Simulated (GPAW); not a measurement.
The system is PbS (Galena).

```
CELL_PARAMETERS angstrom
0.00000 2.96575 2.96575
2.96575 0.00000 2.96575
2.96575 2.96575 0.00000
ATOMIC_POSITIONS crystal
Pb 0.00000 0.00000 0.00000
S 0.50000 0.50000 0.50000
```

Base run:

```yaml
Program: GPAW 26.7.0
Functional: revTPSS
Potentials_or_basis: GPAW PAW data sets (gpaw-data 1.2.1)
Cutoff: 600 eV
Basis: pw
k_mesh: 6 × 6 × 6
Occupations: fermi-dirac, width 0.05 eV
Spin: spin-orbit coupling, no magnetisation
```

Its results: band gap on the k mesh 0.25 eV, direct; pressure 0.6 GPa.

The run is repeated on the same cell with these changes: functional from revTPSS to PBE; cutoff from 600 eV to 500 eV; spin from spin-orbit coupling, no magnetisation to no spin polarisation. What comes out?

Band gap on the k mesh 0.31 eV, direct; pressure 1.8 GPa.

Several settings changed at once, so the effect can't be laid on one alone.

Caveats: spin-orbit coupling was added after a scalar SCF, so levels and gaps hold it while energy, forces, pressure and moments don't (some runs); this program's spin-orbit splittings come out too wide for heavy elements (some runs); the PAW data sets were made with another functional, which shifts forces and pressure a little (some runs); the cutoff is short for stress and forces, so pressures can be off by a GPa or more (some runs); spin-orbit coupling is left out, which as a rule narrows the gap of such compounds by several tenths of an eV (some runs).

A k mesh can miss the band edges.
